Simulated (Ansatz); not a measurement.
# SiO2 (I4/mmm) in Ansatz: notebook

The runs below take SiO2 through relaxation of cell and atoms, single point, with PBE+D3(BJ), PBE.

Everything below comes from runs of Ansatz 0.2.0. Logs are shortened: lines on timing, memory, paths and dates and some standing lists are left out, and cuts for length are marked.

## 1. The structure

Symmetry: I4/mmm, No. 139, tetragonal system. Conventional cell: a = 8.944 Å, b = 8.944 Å, c = 5.224 Å, α = 90.00°, β = 90.00°, γ = 90.00°. Si (site symmetry m2m) is surrounded by 4 O at 1.60 to 1.61 Å. O (site symmetry m2m) has 2 Si at 1.61 Å as nearest neighbours. O (site symmetry 2/m) has 2 Si at 1.60 Å as nearest neighbours.

The cell comes from a database or a generator and needn't be the stable form of this composition.

## 2. Relaxation of cell and atoms, PBE+D3(BJ)

input.yaml reads:

```yaml
crystal:
  lattice:
    - [-4.47204052, 4.47204052, 2.61177035]
    - [4.47204052, -4.47204052, 2.61177035]
    - [4.47204052, 4.47204052, -2.61177035]
  atoms:
    - { symbol: Si, position: [0.82311142, 0.82311142, 0.64622284] }
    - { symbol: Si, position: [0.17688858, 0.82311142, 0.0] }
    - { symbol: Si, position: [0.82311142, 0.17688858, 0.0] }
    - { symbol: Si, position: [0.17688858, 0.17688858, 0.35377716] }
    - { symbol: O, position: [0.0, 0.79145134, 0.79145134] }
    - { symbol: O, position: [0.20854866, 0.0, 0.20854866] }
    - { symbol: O, position: [0.79145134, 0.0, 0.79145134] }
    - { symbol: O, position: [0.0, 0.20854866, 0.20854866] }
    - { symbol: O, position: [0.0, 0.0, 0.5] }
    - { symbol: O, position: [0.5, 0.0, 0.0] }
    - { symbol: O, position: [0.0, 0.5, 0.0] }
    - { symbol: O, position: [0.5, 0.5, 0.5] }
hamiltonian:
  xc: pbe
  pseudopotentials: { kind: paw }
  dispersion: d3bj
kpoints:
  mp_grid: { grid: [6, 6, 6] }
scf:
  occupations: { method: fermi_dirac, width: 0.05 }
output:
  forces: true
  stress: true
  eigenvalues: true
relax:
  f_tol: 0.01
  max_steps: 40
  cell: { stress_tol: 0.05 }
```

Potentials or basis: Ansatz PAW.

Run with:

```bash
> ansatz run input.yaml --threads 4 --pin off --max-ram 11264MiB --backend cpu --events-out ev --progress --plain --runs-dir out
```

Log:

```text
Warning: RAYON_NUM_THREADS=4 ignored (pool sized by the plan → 4); use --threads N
Engine: ansatz 0.2.0, aarch64-unknown-linux-gnu
Pseudopotentials: kind: paw
Pseudopotential: Si, paw, valence charge 4, recommended cutoff 420 eV (normal), Si.paw.azcp
Pseudopotential: O, paw, valence charge 6, recommended cutoff 420 eV (normal), O.paw.azcp
Functional definition: PBE
  parameter kappa = 0.804
  parameter beta = 0.06672455060314922
  exchange = pbe_x(kappa = kappa, mu = beta*pi^2/3)
  correlation = pbe_c(beta = beta)
Crystal: 12 atoms, lattice volume = 208.933 Å³
Basis set: ecut = 420 eV, 4053 PW (Γ), exchange–correlation on 96×96×96 points (8 copies of the dense FFT grid, shifted against one another)
Bands: 44, of which v1, the nominal top of the filled ones, is band 32 counted from 1 (31 counted from 0)
Symmetry: 16 space group operations
Space group: I4/mmm (ITA 139), of the structure as read, at distance tolerance 5.9e-5 Å
k-points: 30 of 216
Non-local potential: Si, projectors of the file, l = 0: 2, l = 1: 2, l = 2: 2
Non-local potential: O, projectors of the file, l = 0: 2, l = 1: 2, l = 2: 1
PAW form: soft (Blöchl's): semilocal exchange-correlation on the pseudo side does not see the compensation charge
PAW one-centre angular grid: Si, 110 points (default); XC on 64 Gauss nodes
PAW one-centre angular grid: O, 110 points (default); XC on 64 Gauss nodes
Initial density: superposition of atomic densities (neutral atoms: chi_scale 0, normalization atom), corrected by the library's trained network
Initial wavefunctions: pseudopotential atomic-orbital guess
Functional: x = pbe(κ = 0.804, μ = 0.2195149727645171), c = pbe(β = 0.06672455060314922)
SCF iter   1: F=—  HF=-7097.375259 eV  |F-HF|=—  |Δ(HF+E_count)|=         —  Δρ=1.59e-3  dr2=3.77e-3  ethr=1.77e-3  ⟨swp⟩=7.1  Hψ=7080  notcnv=0  defer=25
preconditioner: auto → Resta (q_TF=auto, 2.240 Å⁻¹)  ε∞=2.6  [insulator: Δε(μ)=5.419 eV  Ē_g=16.471 eV  σ=0.050 eV  W_gap=1.00  n_scr=44 (ndim 8)  ℏωp=20.6 eV  f_vac=0.343  D(μ)=0.00/eV (n_scr^D=0)  ε∞_Penn≈2.6]
SCF iter   2: F=—  HF=-7097.376846 eV  |F-HF|=—  |Δ(HF+E_count)|=   1.59e-3  Δρ=5.20e-4  dr2=2.35e-4  ethr=5.89e-6  ⟨swp⟩=2.0  Hψ=2462  notcnv=0  defer=144
SCF iter   3: F=—  HF=-7097.377214 eV  |F-HF|=—  |Δ(HF+E_count)|=   3.68e-4  Δρ=2.50e-4  dr2=7.77e-5  ethr=3.67e-7  ⟨swp⟩=2.0  Hψ=1944  notcnv=0  defer=144
SCF iter   4: F=—  HF=-7097.377413 eV  |F-HF|=—  |Δ(HF+E_count)|=   1.98e-4  Δρ=2.78e-5  dr2=2.48e-6  ethr=1.21e-7  ⟨swp⟩=2.0  Hψ=2260  notcnv=0  defer=144
SCF iter   5: F=—  HF=-7097.377409 eV  |F-HF|=—  |Δ(HF+E_count)|=   3.31e-6  Δρ=1.36e-5  dr2=3.88e-7  ethr=3.87e-9  ⟨swp⟩=2.0  Hψ=1742  notcnv=0  defer=144
SCF iter   6: F=—  HF=-7097.377409 eV  |F-HF|=—  |Δ(HF+E_count)|=   3.75e-7  Δρ=1.09e-5  dr2=1.78e-7  ethr=1.56e-10  ⟨swp⟩=13.5  Hψ=7733  notcnv=0
SCF iter   7: F=-7097.377409 eV  HF=-7097.377409 eV  |F-HF|=1.52e-9  |Δ(HF+E_count)|=   5.56e-8  Δρ=2.16e-6  dr2=7.03e-9  ethr=1.56e-10  ⟨swp⟩=5.6  Hψ=4957  notcnv=0
SCF 1 converged in 7 iterations: F = -7097.377409 eV  dr2 = 7.03e-9
relax step   1: F+E_penalty+E_count = -7097.37740893 eV  Δ(F+E_penalty+E_count) = +0.000e0 eV  max|allowed force component| = 2.102e-1 eV/Å  Δτ_max = 0.0000 Å  P = +2.703 GPa  Ω = 208.933 Å³  (7 SCF iters, dr2 threshold 1.00e-7 eV, accepted)
Crystal: 12 atoms, lattice volume = 210.682 Å³
Basis set: ecut = 420 eV, 4133 PW (Γ), exchange–correlation on 96×96×96 points (8 copies of the dense FFT grid, shifted against one another)
Initial density: handed on by an earlier stage of this run
Initial wavefunctions: those handed on with the density
iter 1 solved again at ethr=1.12e-5 eV; its pass at ethr=3.10e-3 eV (dr2=7.19e-3 eV) is discarded
SCF iter   1: F=—  HF=-7097.398319 eV  |F-HF|=—  |Δ(HF+E_count)|=         —  Δρ=1.79e-3  dr2=6.32e-3  ethr=1.12e-5  ⟨swp⟩=2.6  Hψ=4492  notcnv=0
preconditioner: auto → Resta (q_TF=auto, 2.237 Å⁻¹)  ε∞=2.6  [insulator: Δε(μ)=5.387 eV  Ē_g=16.393 eV  σ=0.050 eV  W_gap=1.00  n_scr=44 (ndim 8)  ℏωp=20.5 eV  f_vac=0.344  D(μ)=0.00/eV (n_scr^D=0)  ε∞_Penn≈2.6]
[... 75 lines left out ...]
preconditioner: auto → Resta (q_TF=auto, 2.234 Å⁻¹)  ε∞=2.6  [insulator: Δε(μ)=5.379 eV  Ē_g=16.332 eV  σ=0.050 eV  W_gap=1.00  n_scr=44 (ndim 8)  ℏωp=20.4 eV  f_vac=0.343  D(μ)=0.00/eV (n_scr^D=0)  ε∞_Penn≈2.6]
SCF iter   2: F=—  HF=-7097.412250 eV  |F-HF|=—  |Δ(HF+E_count)|=   1.41e-4  Δρ=1.54e-5  dr2=1.19e-8  ethr=9.28e-11  ⟨swp⟩=3.0  Hψ=2767  notcnv=0
SCF iter   3: F=—  HF=-7097.412297 eV  |F-HF|=—  |Δ(HF+E_count)|=   4.77e-5  Δρ=2.79e-6  dr2=1.18e-9  ethr=1.85e-11  ⟨swp⟩=3.0  Hψ=2577  notcnv=0
SCF iter   4: F=-7097.412299 eV  HF=-7097.412299 eV  |F-HF|=3.49e-9  |Δ(HF+E_count)|=   1.64e-6  Δρ=2.09e-7  dr2=3.48e-11  ethr=1.00e-12  ⟨swp⟩=6.9  Hψ=6886  notcnv=0
SCF 9 converged in 4 iterations: F = -7097.412299 eV  dr2 = 3.48e-11
relax step   9: F+E_penalty+E_count = -7097.41229908 eV  Δ(F+E_penalty+E_count) = -3.848e-4 eV  max|allowed force component| = 3.090e-4 eV/Å  Δτ_max = 0.0000 Å  P = +0.003 GPa  Ω = 212.490 Å³  stress off target by 3.80e-3 GPa  SCF on the basis re-selected at this cell (its energy is not comparable with the rows above)  (4 SCF iters)
basis re-selected at this cell: Δ(F+E_penalty+E_count) = -3.848e-4 eV, ΔP = +0.002 GPa vs the last step (what re-selecting the basis moved, of the pressure what is left beyond the Pulay correction that the steps carried, after the strain that the cell walked since its last selection, with what the two solves' SCF thresholds leave and, on support functions, any second-order correction that the steps lacked; it is no measure of the basis error at this ecutwfc). This SCF's stress stands 3.80e-3 GPa from its target on what of the cell is left free (relax.cell.stress_tol is 5.00e-2 GPa) and its largest allowed force component is 3.09e-4 eV/Å (relax.f_tol is 1.00e-2 eV/Å): within both
SCF converged after 4 iterations
Free energy (F): -7097.412299 eV
Harris-Foulkes:  -7097.412299 eV  (|F-HF|=3.49e-9)
Internal energy: -7097.412299 eV  (E = F + TS)
E sigma→0 (E₀):  -7097.412299 eV
Fermi energy:    2.634191 eV
--- Per-component energies (eV) ---
  E_band       = -457.252558
  E_kinetic    = 1608.772123
  E_local      = -5494.628680  (includes V_loc(G=0)·N_el)
  E_nonlocal   = 479.811113
  E_hartree    = 2101.109868
  E_xc         = -815.299298
  E_vxc        = -946.114707  (∫ρ·V_xc dr)
  E_paw        = -3325.833898  (= ΣΔE_a)
  E_vpaw       = -307.333115  (= ΣTr[D̂ρ^β])
  E_aug_tail   = 0.020892  (compensation charges beyond the density's cutoff)
  E_ewald      = -1650.209141
  E_disp       = -1.155278  (pairwise vdW)
  E_smearing   = -0.000000  (= −TS)
  E_closure    = 0.000000  (closes the sum)
  Σ components = -7097.412299   (vs F -7097.412299, Δ=0.00e0)
--- Forces (eV/Å), atoms counted from 1 ---
  atom   1  Si     0.00030899     0.00030899     0.00000000
  atom   2  Si     0.00030899    -0.00030899     0.00000000
  atom   3  Si    -0.00030899     0.00030899     0.00000000
  atom   4  Si    -0.00030899    -0.00030899     0.00000000
  atom   5  O      0.00010921     0.00000000     0.00000000
  atom   6  O      0.00000000    -0.00010921     0.00000000
  atom   7  O      0.00000000     0.00010921     0.00000000
  atom   8  O     -0.00010921     0.00000000     0.00000000
  atom   9  O      0.00000000     0.00000000    -0.00000000
  atom  10  O      0.00000000    -0.00000000     0.00000000
  atom  11  O      0.00000000    -0.00000000     0.00000000
  atom  12  O      0.00000000    -0.00000000     0.00000000
  max |Σ_I F_I| component: 4.61e-19 eV/Å
--- Stress (GPa, compression-positive) ---
        0.003802      -0.000000       0.000000
       -0.000000       0.003802       0.000000
        0.000000       0.000000       0.001428
  P = ⅓ Tr σ = 0.0030 GPa (0.030 kbar)
--- Band table (eV; the first three rows and the last of 30) ---
  k-point 0: bands = ["-19.5166", "-18.6625", "-18.1451", "-18.1451", "-17.5404", "-17.5257", "-17.5222", "-17.5222", "-9.0645", "-9.0645", "-7.4991", "-6.0661", "-5.8648", "-5.8648", "-5.5603", "-5.5363", "-3.4078", "-2.8303", "-2.8303", "-2.6978", "-2.1961", "-2.1489", "-2.1489", "-2.0557", "-2.0557", "-1.4999", "-1.4896", "-1.4896", "-0.9671", "-0.7975", "-0.1534", "-0.1357", "5.2452", "8.1688", "8.3266", "8.5582", "9.0079", "9.3403", "9.3403", "10.0149", "10.0149", "10.1804", "10.8292", "10.9463"]
  k-point 1: bands = ["-19.4822", "-18.7697", "-18.1431", "-18.0706", "-17.5359", "-17.5284", "-17.5223", "-17.5222", "-9.1613", "-9.0558", "-7.3427", "-6.0347", "-5.9097", "-5.8570", "-5.5965", "-5.5649", "-3.4030", "-2.7919", "-2.7911", "-2.6837", "-2.2546", "-2.2253", "-2.1883", "-2.1510", "-2.0049", "-1.5991", "-1.5123", "-1.3556", "-0.8227", "-0.7482", "-0.2065", "-0.1876", "5.4135", "8.0189", "8.2867", "8.6180", "8.9037", "9.3534", "9.4615", "9.9217", "9.9592", "10.0517", "10.6665", "11.0123"]
  k-point 2: bands = ["-19.3859", "-18.9699", "-18.1390", "-17.9653", "-17.5338", "-17.5252", "-17.5223", "-17.5222", "-9.3224", "-9.0383", "-7.0317", "-6.0290", "-5.9473", "-5.8343", "-5.6935", "-5.6281", "-3.3841", "-2.6986", "-2.6883", "-2.6462", "-2.3988", "-2.3264", "-2.3065", "-2.2963", "-1.9484", "-1.7229", "-1.5599", "-1.0732", "-0.6225", "-0.6160", "-0.3962", "-0.2825", "5.8748", "7.3781", "8.3610", "8.7480", "8.9178", "9.4527", "9.6152", "9.6963", "9.7742", "10.1270", "10.1744", "10.7382"]
  k-point 29: bands = ["-19.1038", "-19.1038", "-18.6974", "-17.5478", "-17.5331", "-17.5119", "-17.5119", "-17.5116", "-10.1049", "-7.9729", "-6.6511", "-6.6511", "-6.0300", "-5.8147", "-5.8147", "-5.4770", "-3.4375", "-3.0543", "-2.7326", "-2.5989", "-2.4467", "-2.4467", "-2.3423", "-1.9122", "-1.9122", "-1.6427", "-1.5465", "-1.1223", "-1.1223", "-0.3369", "-0.1373", "-0.1373", "7.3602", "7.3602", "7.4419", "7.9035", "8.5036", "8.5036", "8.9942", "9.6341", "9.6341", "10.1450", "10.3282", "11.1975"]
--- Relaxed structure (7 steps of the walk, 7 accepted, 2 SCFs on fresh bases) ---
  F+E_penalty+E_count = -7097.41229908 eV   max|allowed force component| = 3.090e-4 eV/Å   (the final SCF, on the basis selected at the relaxed cell)
  cell:  # Å, volume = 212.4895 Å³
    - [-4.492382864246464, 4.492382864246464, 2.632231350956594]
    - [4.492382864246464, -4.492382864246464, 2.632231350956594]
    - [4.492382864246464, 4.492382864246464, -2.632231350956594]
  atoms:
    - { symbol: Si, position: [0.8230131672955576, 0.8230131672955576, 0.646026334591115] }
    - { symbol: Si, position: [0.1769868327044426, 0.8230131672955576, 0.0] }
    - { symbol: Si, position: [0.8230131672955576, 0.1769868327044426, 0.0] }
    - { symbol: Si, position: [0.17698683270444243, 0.17698683270444243, 0.35397366540888486] }
    - { symbol: O, position: [-4.0406691592525755e-21, 0.7900689562278195, 0.7900689562278195] }
    - { symbol: O, position: [0.2099310437721804, -6.061003738878839e-21, 0.2099310437721804] }
    - { symbol: O, position: [0.7900689562278195, -6.061003738878845e-21, 0.7900689562278195] }
    - { symbol: O, position: [-4.0406691592525635e-21, 0.2099310437721804, 0.2099310437721804] }
    - { symbol: O, position: [0.0, 0.0, 0.5] }
    - { symbol: O, position: [0.5, 0.0, 0.0] }
    - { symbol: O, position: [0.0, 0.5, 0.0] }
    - { symbol: O, position: [0.5, 0.5, 0.5] }
```

It took 33 s on 4 threads of Arm Neoverse V2, shared host; peak memory 0.7 GiB.

What came out:

```
Free energy                            : -7097.4123 eV
Relaxed volume                         : 17.71 Å³/atom
Relaxed cell                           : a = 6.877 Å, b = 6.877 Å, c = 6.877 Å, α = 98.42°, β = 98.42°, γ = 134.99°
Space group after relaxing (to 0.05 Å) : I4/mmm (No. 139)
Energy gained by relaxing              : 2.9 meV/atom
Ionic steps                            : 9
Pressure after relaxing                : 0.0 GPa
Band gap on the k mesh                 : 5.38 eV, direct
```

The path:
| step | energy change (eV) | largest force (eV/Å) | volume (Å³) |
| --- | --- | --- | --- |
| 1 | 0.0000 | 0.2102 | 208.93 |
| 2 | -0.0186 | 0.1482 | 210.68 |
| 3 | -0.0230 | 0.0656 | 212.55 |
| 4 | -0.0236 | 0.0977 | 212.47 |
| 5 | -0.0242 | 0.0225 | 212.45 |
| 6 | -0.0245 | 0.0011 | 212.35 |
| 7 | -0.0349 | 0.0012 | 212.35 |
| 8 | -0.0345 | 0.0005 | 212.49 |
| 9 | -0.0349 | 0.0004 | 212.49 |

Final structure:
```yaml
crystal:
  lattice:
    - [-4.49238, 4.49238, 2.63223]
    - [4.49238, -4.49238, 2.63223]
    - [4.49238, 4.49238, -2.63223]
  atoms:
    - { symbol: Si, position: [0.82301, 0.82301, 0.64603] }
    - { symbol: Si, position: [0.17699, 0.82301, 0.00000] }
    - { symbol: Si, position: [0.82301, 0.17699, 0.00000] }
    - { symbol: Si, position: [0.17699, 0.17699, 0.35397] }
    - { symbol: O, position: [0.00000, 0.79007, 0.79007] }
    - { symbol: O, position: [0.20993, 0.00000, 0.20993] }
    - { symbol: O, position: [0.79007, 0.00000, 0.79007] }
    - { symbol: O, position: [0.00000, 0.20993, 0.20993] }
    - { symbol: O, position: [0.00000, 0.00000, 0.50000] }
    - { symbol: O, position: [0.50000, 0.00000, 0.00000] }
    - { symbol: O, position: [0.00000, 0.50000, 0.00000] }
    - { symbol: O, position: [0.50000, 0.50000, 0.50000] }
```

Caveat: the plane-wave basis is chosen anew once the cell has moved, so the energies of steps on either side of that aren't comparable; the pressure holds a Pulay correction of +0.4 GPa for the finite cutoff.

## 3. Single point, PBE

input.yaml: that of step 2 with these lines changed.

```diff
@@ -21,3 +21,2 @@
   pseudopotentials: { kind: paw }
-  dispersion: d3bj
 kpoints:
@@ -26,2 +25,4 @@
   occupations: { method: fermi_dirac, width: 0.05 }
+basis:
+  ecutwfc: "600 eV"
 output:
@@ -30,5 +31 @@
   eigenvalues: true
-relax:
-  f_tol: 0.01
-  max_steps: 40
-  cell: { stress_tol: 0.05 }
```

Potentials or basis: Ansatz PAW.

Run with:

```bash
> ansatz run input.yaml --threads 4 --pin off --max-ram 11264MiB --backend cpu --events-out ev --progress --plain --runs-dir out
```

Run time: 6.1 s. Hardware: 4 threads of Arm Neoverse V2, shared host; peak memory 0.92 GiB.

It converged, with:

```
Free energy            : -7096.2476 eV
Pressure               : 3.7 GPa
Largest force          : 0.216 eV/Å
Band gap on the k mesh : 5.46 eV, indirect (least direct gap 5.46 eV)
```

Forces in eV/Å, atoms in the order of the input:
```
Si   0.032  0.032  0.000
Si   0.032 -0.032  0.000
Si  -0.032  0.032  0.000
Si  -0.032 -0.032  0.000
O   -0.216  0.000  0.000
O    0.000  0.216  0.000
O    0.000 -0.216  0.000
O    0.216  0.000  0.000
O    0.000  0.000  0.000
O    0.000  0.000  0.000
O    0.000  0.000  0.000
O    0.000  0.000  0.000
```

Stress tensor (GPa, compression positive):
```
3.59 0.00 0.00
0.00 3.59 0.00
0.00 0.00 3.81
```

Levels at points of the mesh, in eV from the valence-band top:
```tsv
k point	band 29	band 30	band 31	band 32	band 33	band 34	band 35	band 36
(0.00, 0.00, 0.00)	-0.81	-0.66	-0.01	-0.01	5.46	8.38	8.62	8.90
(0.00, 0.00, -0.50)	-0.45	-0.37	-0.37	-0.24	6.61	6.96	8.70	8.93
(0.00, -0.50, 0.00)	-1.10	-0.77	-0.59	-0.24	7.69	7.76	8.66	8.96
(-0.50, -0.50, -0.50)	-1.01	-0.17	0.00	0.00	7.64	7.66	7.66	8.03
```

A k mesh can miss the band edges.

## 4. Single point, PBE

input.yaml: that of step 3 with these lines changed.

```diff
@@ -22,7 +22,5 @@
 kpoints:
-  mp_grid: { grid: [6, 6, 6] }
+  mp_grid: { grid: [10, 10, 10] }
 scf:
   occupations: { method: fermi_dirac, width: 0.05 }
-basis:
-  ecutwfc: "600 eV"
 output:
@@ -31 +29,5 @@
   eigenvalues: true
+  write_density: true
+  write_potential: true
+  elf: true
+  volumetric_format: npy
```

Run with:

```bash
> ansatz run input.yaml --threads 4 --pin off --max-ram 11264MiB --backend cpu --events-out ev --progress --plain --runs-dir out
```

Wall time 17 s (4 threads of Arm Neoverse V2, shared host); peak memory 0.99 GiB.

It converged, with:

| Item | Value |
| --- | --- |
| Free energy | -7096.2011 eV |
| Pressure | 3.7 GPa |
| Largest force | 0.216 eV/Å |
| Band gap on the k mesh | 5.46 eV, indirect (least direct gap 5.46 eV) |

Forces on the atoms (eV/Å):
```
Si   0.032  0.032  0.000
Si   0.032 -0.032  0.000
Si  -0.032  0.032  0.000
Si  -0.032 -0.032  0.000
O   -0.216  0.000  0.000
O    0.000  0.216  0.000
O    0.000 -0.216  0.000
O    0.216  0.000  0.000
O    0.000  0.000  0.000
O    0.000  0.000  0.000
O    0.000  0.000  0.000
O    0.000  0.000  0.000
```

Stress tensor (GPa, compression positive):
```
3.58 0.00 0.00
0.00 3.58 0.00
0.00 0.00 3.80
```

Levels at points of the mesh, in eV from the valence-band top:
```tsv
k point	band 28	band 29	band 30	band 31	band 32	band 33	band 34	band 35	band 36	band 37
(0.00, 0.00, 0.00)	-1.36	-0.81	-0.66	-0.01	-0.01	5.46	8.37	8.62	8.90	9.22
(0.00, 0.00, -0.50)	-0.75	-0.45	-0.37	-0.37	-0.24	6.61	6.96	8.70	8.93	9.55
(0.00, -0.50, 0.00)	-1.13	-1.10	-0.77	-0.59	-0.24	7.68	7.76	8.66	8.96	9.29
(-0.50, -0.50, -0.50)	-1.01	-1.01	-0.17	0.00	0.00	7.64	7.66	7.66	8.03	8.73
```

Caveat: the pressure holds a Pulay correction of +0.4 GPa for the finite cutoff.

## 5. Summary

```tsv
task	level	cell	k mesh	cutoff (eV)	gap on the mesh (eV)	pressure (GPa)	largest force (eV/Å)
relaxation of cell and atoms	PBE+D3(BJ)	relaxed	6 × 6 × 6	420	5.38	0.0	-
single point	PBE	as given	6 × 6 × 6	600	5.46	3.7	0.22
single point	PBE	as given	10 × 10 × 10	420	5.46	3.7	0.22
```

Alike in all rows: potentials or basis Ansatz PAW; no spin polarisation; smearing fermi-dirac 0.05 eV.

Caveats: the plane-wave basis is chosen anew once the cell has moved, so the energies of steps on either side of that aren't comparable (some runs).

Total energies depend on the potentials used, so only differences within one code and one set of settings carry meaning.
